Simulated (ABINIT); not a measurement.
# GaAs (F-43m) in ABINIT: further runs

One crystal, GaAs, is run at these levels: HLE16, RPBE; tasks: band structure, equation of state.

Everything below comes from runs of ABINIT 10.8.3 (patched build). Logs are shortened: lines on timing, memory, paths and dates and some standing lists are left out, and cuts for length are marked. The log counts tension as positive stress, the text compression.

## Step 1: The structure

It takes space group F-43m (No. 216, cubic). Conventional cell: a = 5.654 Å, b = 5.654 Å, c = 5.654 Å, α = 90.00°, β = 90.00°, γ = 90.00°. Around As (site symmetry -43m) lie 4 Ga at 2.45 Å. Around Ga (site symmetry -43m) lie 4 As at 2.45 Å.

## Step 2: Band structure, HLE16

File run.abi:

```
# Datasets: ground state, then fixed potential
ndtset 2

# Pseudopotentials
pp_dirpath "./"
pseudos "As.GGA_PBE-JTH_sp.xml, Ga.GGA_PBE-JTH.xml"

# Structure
acell 3*1.0 Angstrom
rprim
     0.0000000000     2.8268500000     2.8268500000
     2.8268500000     0.0000000000     2.8268500000
     2.8268500000     2.8268500000     0.0000000000
ntypat 2
znucl 33 31
natom 2
typat 1 2
xred
     0.7500000000     0.7500000000     0.7500000000
     0.0000000000     0.0000000000     0.0000000000

# Plane-wave basis
ecut 17.0
pawecutdg 34.0

# Exchange and correlation
ixc -545

# Bands and occupations
occopt 3
tsmear 0.05 eV

# SCF cycle
nstep 100

# Output
iomode 3
prtwf 0
prteig 0
prtebands 0
enunit 1
prtden1 1
prtvha1 1
prtvclmb1 1
prtpot1 1

# Dataset 1
kptopt1 1
ngkpt1 8 8 8
nshiftk1 1
shiftk1 0.0 0.0 0.0
nband1 13
tolvrs1 1.0e-9

# Dataset 2: bands along G-X-W-K-G-L-U-W-L-K
iscf2 -2
getden2 1
nband2 17
nbdbuf2 2
tolwfr2 1.0e-12
kptopt2 -9
ndivsm2 6
prteig2 1
prtvol2 -3
kptbounds2
     0.0000000000     0.0000000000     0.0000000000
     0.5000000000     0.0000000000     0.5000000000
     0.5000000000     0.2500000000     0.7500000000
     0.3750000000     0.3750000000     0.7500000000
     0.0000000000     0.0000000000     0.0000000000
     0.5000000000     0.5000000000     0.5000000000
     0.6250000000     0.2500000000     0.6250000000
     0.5000000000     0.2500000000     0.7500000000
     0.5000000000     0.5000000000     0.5000000000
     0.3750000000     0.3750000000     0.7500000000
```

Potentials or basis: JTH PAW PBE v2.0 sp.

Launch:

```bash
> abinit run.abi > log 2>&1
```

run.abo:

```text
.Version 10.8.3 of ABINIT
 DATASET    1 : space group F-4 3 m (#216); Bravais cF (face-center cubic)
================================================================================
 Values of the parameters that define the memory need for DATASET  1.
     intxc =       0    ionmov =       0      iscf =       7    lmnmax =      18
     lnmax =       6     mgfft =      30  mpssoang =       3    mqgrid =    3001
     natom =       2  nloc_mem =       2    nspden =       1   nspinor =       1
    nsppol =       1      nsym =      24    n1xccc =       1    ntypat =       2
    occopt =       3   xclevel =       2
       mpw =        1036          nfft =       27000          nkpt =          29
 PAW method is used; the additional fine FFT grid is defined by:
   mgfftf=        40    nfftf =     64000
================================================================================
================================================================================

 DATASET    2 : space group F-4 3 m (#216); Bravais cF (face-center cubic)
================================================================================
 Values of the parameters that define the memory need for DATASET  2.
     intxc =       0    ionmov =       0      iscf =      -2    lmnmax =      18
     lnmax =       6     mgfft =      30  mpssoang =       3    mqgrid =    3001
     natom =       2  nloc_mem =       2    nspden =       1   nspinor =       1
    nsppol =       1      nsym =      24    n1xccc =       1    ntypat =       2
    occopt =       3   xclevel =       2
       mpw =        1036          nfft =       27000          nkpt =         103
 PAW method is used; the additional fine FFT grid is defined by:
   mgfftf=        40    nfftf =     64000
================================================================================
================================================================================

--------------------------------------------------------------------------------
------------- Echo of variables that govern the present computation ------------
--------------------------------------------------------------------------------
 -outvars: echo values of preprocessed input variables --------
            acell      1.8897261259E+00  1.8897261259E+00  1.8897261259E+00 Bohr
              amu      7.49215900E+01  6.97230000E+01
             ecut      1.70000000E+01 Hartree
           enunit           1
           getden1          0
           getden2          1
             iscf1          7
             iscf2         -2
              ixc        -545
           jdtset        1    2
           kptopt1          1
           kptopt2         -9
         kptrlatt        8    0    0      0    8    0      0    0    8
          kptrlen1     6.04375174E+01
          kptrlen2     3.00000000E+01
            natom           2
            nband1         13
            nband2         17
           nbdbuf1          0
           nbdbuf2          2
           ndtset           2
           ndivsm1          0
           ndivsm2          6
            ngfft          30      30      30
          ngfftdg          40      40      40
             nkpt1         29
             nkpt2        103
            nstep         100
             nsym          24
           ntypat           2
           occopt           3
        pawecutdg      3.40000000E+01 Hartree
         pawxcdev           0
        prtebands           0
           prteig1          0
           prteig2          1
           prtpot1          1
           prtpot2          0
         prtvclmb1          1
         prtvclmb2          0
           prtvha1          1
           prtvha2          0
           prtvol1          0
           prtvol2         -3
            prtwf           0
            rprim      0.0000000000E+00  2.8268500000E+00  2.8268500000E+00
                       2.8268500000E+00  0.0000000000E+00  2.8268500000E+00
                       2.8268500000E+00  2.8268500000E+00  0.0000000000E+00
           shiftk1     0.00000000E+00  0.00000000E+00  0.00000000E+00
           shiftk2     5.00000000E-01  5.00000000E-01  5.00000000E-01
          spgroup         216
[... 240 lines left out ...]

 getcut: wavevector=  0.0000  0.0000  0.0000  ngfft=  30  30  30
         ecut(hartree)=     17.000   => boxcut(ratio)=   2.14189

 Fine grid specifications (used for densities):

 getcut: wavevector=  0.0000  0.0000  0.0000  ngfft=  40  40  40
         ecut(hartree)=     34.000   => boxcut(ratio)=   2.01715
--------------------------------------------------------------------------------

================================================================================
 Non-SCF case, kpt    1 (  0.00000  0.00000  0.00000), residuals and eigenvalues=
  7.27E-13  4.71E-13  7.95E-13  3.68E-13  5.31E-13  4.07E-13  7.32E-13  3.71E-13
  6.16E-13  7.73E-13  4.04E-13  7.61E-13  7.69E-13  6.68E-13  6.48E-13  8.02E-13
  7.72E-13
 -7.3479E-01 -7.3479E-01 -7.3479E-01 -7.3372E-01 -7.3372E-01 -4.8678E-01
 -3.0174E-02 -3.0174E-02 -3.0174E-02 -2.1967E-03  1.3806E-01  1.3806E-01
  1.3806E-01  3.3573E-01  3.7699E-01  3.7699E-01  4.6566E-01
 Non-SCF case, kpt    2 (  0.02941  0.00000  0.02941), residuals and eigenvalues=
  1.93E-13  4.53E-13  4.44E-13  5.02E-13  7.19E-13  7.63E-13  4.32E-13  6.94E-13
  7.34E-13  5.76E-13  2.54E-13  2.04E-13  1.90E-13  3.57E-13  4.79E-13  3.99E-13
  2.14E-05
[... 696 lines left out ...]
 Non-SCF case, kpt  102 (  0.38750  0.38750  0.72500), residuals and eigenvalues=
  4.63E-13  6.50E-13  7.43E-13  5.10E-13  9.35E-13  3.55E-13  4.98E-13  3.82E-13
  7.20E-13  4.77E-13  4.08E-13  4.57E-13  4.40E-13  7.51E-13  2.57E-13  4.51E-10
  1.45E-05
 -7.3552E-01 -7.3430E-01 -7.3423E-01 -7.3383E-01 -7.3361E-01 -4.1548E-01
 -2.5240E-01 -1.4718E-01 -9.6714E-02  8.4840E-02  1.8336E-01  2.7770E-01
  2.8126E-01  3.2693E-01  3.9717E-01  5.3409E-01  5.8759E-01
 Non-SCF case, kpt  103 (  0.37500  0.37500  0.75000), residuals and eigenvalues=
  4.98E-13  7.53E-13  4.86E-13  9.93E-13  9.09E-13  5.07E-13  3.77E-13  2.17E-13
  2.40E-13  2.67E-13  2.19E-13  3.00E-13  5.33E-13  3.10E-13  9.35E-13  8.50E-10
  5.85E-06
 -7.3555E-01 -7.3428E-01 -7.3420E-01 -7.3385E-01 -7.3359E-01 -4.1409E-01
 -2.5413E-01 -1.4609E-01 -9.9635E-02  8.2805E-02  1.7008E-01  2.8925E-01
  2.9299E-01  3.2956E-01  4.0447E-01  5.3123E-01  6.0885E-01

--- !ResultsGS
iteration_state: {dtset: 2, }
comment   : Summary of ground state results
lattice_vectors:
- [  0.0000000,   5.3419723,   5.3419723, ]
- [  5.3419723,   0.0000000,   5.3419723, ]
- [  5.3419723,   5.3419723,   0.0000000, ]
lattice_lengths: [   7.55469,    7.55469,    7.55469, ]
lattice_angles: [ 60.000,  60.000,  60.000, ] # degrees, (23, 13, 12)
lattice_volume:   3.0488418E+02
convergence: {deltae:  0.000E+00, res2:  0.000E+00, residm:  9.995E-13, diffor:  0.000E+00, }
etotal    :  -9.02746778E+01
entropy   :   0.00000000E+00
fermie    :  -1.50303748E-02
cartesian_stress_tensor: null
pressure_GPa: null
xred      :
- [  7.5000E-01,   7.5000E-01,   7.5000E-01, As]
- [  0.0000E+00,   0.0000E+00,   0.0000E+00, Ga]
cartesian_forces: null
force_length_stats: {min: null, max: null, mean: null, }
...

 Integrated electronic density in atomic spheres:
 ------------------------------------------------
 Atom  Sphere_radius  Integrated_density
    1        2.10392          3.02910876
    2        2.10359         11.13707452

================================================================================

 ----iterations are completed or convergence reached----

 Mean square residual over all n,k,spin=   53.496E-14; max=  99.947E-14
 reduced coordinates (array xred) for    2 atoms
       0.750000000000      0.750000000000      0.750000000000
       0.000000000000      0.000000000000      0.000000000000

 cartesian coordinates (angstrom) at end:
    1      4.24027500000000     4.24027500000000     4.24027500000000
    2      0.00000000000000     0.00000000000000     0.00000000000000
 length scales=  1.889726125908  1.889726125908  1.889726125908 bohr
              =  1.000000000000  1.000000000000  1.000000000000 angstroms
 Eigenvalues (   eV  ) for nkpt= 103  k points:
 kpt#   1, nband= 17, wtk=  1.00000, kpt=  0.0000  0.0000  0.0000 (reduced coord)
 -19.99474  -19.99474  -19.99474  -19.96546  -19.96546  -13.24587   -0.82107   -0.82107
  -0.82107   -0.05978    3.75668    3.75668    3.75668    9.13561   10.25849   10.25849
  12.67113
 kpt#   2, nband= 17, wtk=  1.00000, kpt=  0.0294  0.0000  0.0294 (reduced coord)
 -19.99499  -19.99467  -19.99467  -19.96556  -19.96544  -13.23438   -1.08480   -0.85496
  -0.85496    0.20028    3.72659    3.80849    3.80849    9.19953   10.10206   10.27342
  12.70136
 kpt#   3, nband= 17, wtk=  1.00000, kpt=  0.0588  0.0000  0.0588 (reduced coord)
 -19.99574  -19.99426  -19.99426  -19.96573  -19.96530  -13.20002   -1.54647   -0.95167
  -0.95167    0.64851    3.64233    3.95887    3.95887    9.38170    9.72874   10.31819
  12.78602
 kpt#   4, nband= 17, wtk=  1.00000, kpt=  0.0882  0.0000  0.0882 (reduced coord)
 -19.99689  -19.99351  -19.99351  -19.96597  -19.96514  -13.14307   -2.03917   -1.09862
  -1.09862    1.10987    3.52001    4.19496    4.19496    9.24575    9.69827   10.39279
  12.92971
 kpt#   5, nband= 17, wtk=  1.00000, kpt=  0.1176  0.0000  0.1176 (reduced coord)
[... 381 lines left out ...]
  -2.42149    2.40420    5.27503    6.71820    7.16218    9.32128   10.80759   13.90790
  14.55483
 kpt# 101, nband= 17, wtk=  1.00000, kpt=  0.4000  0.4000  0.7000 (reduced coord)
 -20.01338  -19.98227  -19.98026  -19.96783  -19.96287  -11.36889   -6.81107   -3.95564
  -2.53390    2.36578    5.25109    7.15807    7.27965    9.06494   10.75316   14.37573
  15.16441
 kpt# 102, nband= 17, wtk=  1.00000, kpt=  0.3875  0.3875  0.7250 (reduced coord)
 -20.01445  -19.98138  -19.97933  -19.96847  -19.96249  -11.30578   -6.86817   -4.00500
  -2.63172    2.30861    4.98949    7.55672    7.65347    8.89613   10.80765   14.53323
  15.98914
 kpt# 103, nband= 17, wtk=  1.00000, kpt=  0.3750  0.3750  0.7500 (reduced coord)
 -20.01539  -19.98066  -19.97868  -19.96911  -19.96212  -11.26793   -6.91528   -3.97531
  -2.71121    2.25323    4.62818    7.87086    7.97274    8.96790   11.00607   14.45562
  16.56772

== END DATASET(S) ==============================================================
================================================================================

 -outvars: echo values of variables after computation  --------
            acell      1.8897261259E+00  1.8897261259E+00  1.8897261259E+00 Bohr
           etotal1    -9.0274677799E+01
            fcart1    -3.3429298660E-29  3.5004469000E-29 -3.3429298660E-29
                       3.3429298660E-29 -3.5004469000E-29  3.3429298660E-29
            rprim      0.0000000000E+00  2.8268500000E+00  2.8268500000E+00
                       2.8268500000E+00  0.0000000000E+00  2.8268500000E+00
                       2.8268500000E+00  2.8268500000E+00  0.0000000000E+00
           strten1     3.0519328343E-04  3.0519328343E-04  3.0519328343E-04
                       0.0000000000E+00  0.0000000000E+00  0.0000000000E+00
           xangst      4.2402750000E+00  4.2402750000E+00  4.2402750000E+00
                       0.0000000000E+00  0.0000000000E+00  0.0000000000E+00
             xred      7.5000000000E-01  7.5000000000E-01  7.5000000000E-01
                       0.0000000000E+00  0.0000000000E+00  0.0000000000E+00
 Calculation completed.
```

It took 48 s on 1 thread of Arm Neoverse V2, shared host; peak memory 0.12 GiB.

Results:

* Free energy: -2456.4991 eV
* Pressure: -9.0 GPa
* Band gap on the k mesh: 0.76 eV, direct
* Band gap along the path: 0.76 eV, direct
* Valence electrons inside the program's atomic spheres: As 3.03; Ga 11.14

Levels at the corners of the path, in eV from the valence-band top:
| point | band 7 | band 8 | band 9 | band 10 | band 11 | band 12 |
| --- | --- | --- | --- | --- | --- | --- |
| Γ | 0.00 | 0.00 | 0.00 | 0.76 | 4.58 | 4.58 |
| X | -6.26 | -2.25 | -2.25 | 2.69 | 2.88 | 10.59 |
| W | -6.10 | -2.91 | -2.69 | 4.92 | 5.87 | 6.26 |
| K | -6.09 | -3.15 | -1.89 | 3.07 | 5.45 | 8.69 |
| Γ | 0.00 | 0.00 | 0.00 | 0.76 | 4.58 | 4.58 |
| L | -5.97 | -0.96 | -0.96 | 1.71 | 5.57 | 5.57 |
| U | -6.09 | -3.15 | -1.89 | 3.07 | 5.45 | 8.69 |
| W | -6.10 | -2.91 | -2.69 | 4.92 | 5.87 | 6.26 |
| L | -5.97 | -0.96 | -0.96 | 1.71 | 5.57 | 5.57 |
| K | -6.09 | -3.15 | -1.89 | 3.07 | 5.45 | 8.69 |

Caveat: the potentials were made for a functional far from this one; the potentials were made for another functional, which shifts forces and pressure; this set keeps more shells in the core, which shifts pressures and gaps.

## Step 3: Band structure, HLE16

Changes to run.abi since step 2:

```diff
@@ -5,10 +5,10 @@
 pp_dirpath "./"
-pseudos "As.GGA_PBE-JTH_sp.xml, Ga.GGA_PBE-JTH.xml"
+pseudos "As.GGA_PBE-JTH.xml, Ga.GGA_PBE-JTH.xml"
 
 # Structure
-acell 3*1.0 Angstrom
+acell 3*1.0
 rprim
-     0.0000000000     2.8268500000     2.8268500000
-     2.8268500000     0.0000000000     2.8268500000
-     2.8268500000     2.8268500000     0.0000000000
+     0.0000000000     5.3419722954     5.3419722954
+     5.3419722954     0.0000000000     5.3419722954
+     5.3419722954     5.3419722954     0.0000000000
 ntypat 2
@@ -17,4 +17,4 @@
 typat 1 2
-xred
-     0.7500000000     0.7500000000     0.7500000000
+xcart
+     8.0129584431     8.0129584431     8.0129584431
      0.0000000000     0.0000000000     0.0000000000
@@ -30,3 +30,3 @@
 occopt 3
-tsmear 0.05 eV
+tsmear 0.00183747
 
@@ -42,5 +42,2 @@
 prtden1 1
-prtvha1 1
-prtvclmb1 1
-prtpot1 1
 
@@ -51,3 +48,3 @@
 shiftk1 0.0 0.0 0.0
-nband1 13
+nband1 18
 tolvrs1 1.0e-9
@@ -57,3 +54,3 @@
 getden2 1
-nband2 17
+nband2 22
 nbdbuf2 2
```

Potentials or basis: JTH PAW PBE v2.0.

Launch:

```bash
> abinit run.abi > log 2>&1
```

Run time: 83 s. Hardware: 1 thread of Arm Neoverse V2, shared host; peak memory 0.12 GiB.

The run converged. Its results:

- Free energy: -5514.2097 eV
- Pressure: -8.0 GPa
- Band gap on the k mesh: 0.84 eV, direct
- Band gap along the path: 0.84 eV, direct
- Valence electrons inside the program's atomic spheres: As 12.93; Ga 11.16

Levels at the corners of the path, in eV from the valence-band top:
```tsv
point	band 11	band 12	band 13	band 14	band 15	band 16	band 17	band 18
Γ	-12.40	0.00	0.00	0.00	0.84	4.30	4.30	4.30
X	-10.29	-6.37	-2.32	-2.32	2.50	2.69	10.48	10.48
W	-10.26	-6.21	-3.00	-2.77	4.84	5.70	6.10	7.11
K	-10.33	-6.20	-3.24	-1.95	2.90	5.31	8.48	8.63
Γ	-12.40	0.00	0.00	0.00	0.84	4.30	4.30	4.30
L	-10.93	-6.07	-0.99	-0.99	1.62	5.30	5.30	9.46
U	-10.33	-6.20	-3.24	-1.95	2.90	5.31	8.48	8.63
W	-10.26	-6.21	-3.00	-2.77	4.84	5.70	6.10	7.11
L	-10.93	-6.07	-0.99	-0.99	1.62	5.30	5.30	9.46
K	-10.33	-6.20	-3.24	-1.95	2.90	5.31	8.48	8.63
```

Caveat: the potentials were made for a functional far from this one; the potentials were made for another functional, which shifts forces and pressure.

## Step 4: Equation of state, RPBE

File run.abi:

```
ndtset 7
getwfk -1
scalecart1 3*0.9795861087
scalecart2 3*0.9864848297
scalecart3 3*0.9932883884
scalecart4 3*1.0000000000
scalecart5 3*1.0066227096
scalecart6 3*1.0131594038
scalecart7 3*1.0196128224

pp_dirpath "./"
pseudos "As.GGA_PBE-JTH_sp.xml, Ga.GGA_PBE-JTH.xml"

acell 3*1.0
rprim
     0.0000000000     5.3419722954     5.3419722954
     5.3419722954     0.0000000000     5.3419722954
     5.3419722954     5.3419722954     0.0000000000
ntypat 2
znucl 33 31
natom 2
typat 1 2
xred
     0.7500000000     0.7500000000     0.7500000000
     0.0000000000     0.0000000000     0.0000000000

ecut 17.0
pawecutdg 34.0

kptopt 1
ngkpt 8 8 8
nshiftk 1
shiftk 0.0 0.0 0.0

ixc 15

nband 13
occopt 3
tsmear 0.05 eV

nstep 100
tolvrs 1.0e-9

iomode 3
prtwf 1
prtden 0
prteig 0
prtebands 0
enunit 1
```

Potentials or basis: JTH PAW PBE v2.0 sp.

Launch:

```bash
> abinit run.abi > log 2>&1
```

Wall time 66 s (1 thread of Arm Neoverse V2, shared host); peak memory 0.14 GiB.

The run converged. Its results:

```yaml
Equilibrium_volume: "24.50 Å³/atom (rough: see the caveat)"
Bulk_modulus: 54 GPa (rough)
```

Energy against volume, from the lowest point:
```
volume (Å³/atom)  energy (meV/atom)
          21.234              95.81
          21.686              67.64
          22.138              44.95
          22.590              27.39
          23.041              14.42
          23.493               5.42
          23.945               0.00
```

Caveat: pressures at fixed basis lie under the slope of the energies; the minimum lies outside the volumes run; the PAW data sets were made with another functional, which shifts forces and pressure a little; this set keeps more shells in the core, which shifts pressures and gaps.

## Step 5: Summary

```tsv
task	level	potentials or basis	gap on the mesh (eV)	pressure (GPa)
band structure	HLE16	JTH PAW PBE v2.0 sp	0.76	-9.0
band structure	HLE16	JTH PAW PBE v2.0	0.84	-8.0
equation of state	RPBE	JTH PAW PBE v2.0 sp	-	-
```

Alike in all rows: no spin polarisation; cell as given; k mesh 8 × 8 × 8; cutoff (eV) 463; smearing fermi-dirac 0.05 eV.

Caveats: the potentials were made for a functional far from this one (some runs); the potentials were made for another functional, which shifts forces and pressure (some runs); this set keeps more shells in the core, which shifts pressures and gaps (some runs); pressures at fixed basis lie under the slope of the energies (some runs); the minimum lies outside the volumes run (some runs); the PAW data sets were made with another functional, which shifts forces and pressure a little (some runs).

Absolute energies hang on the potentials; compare differences alone.
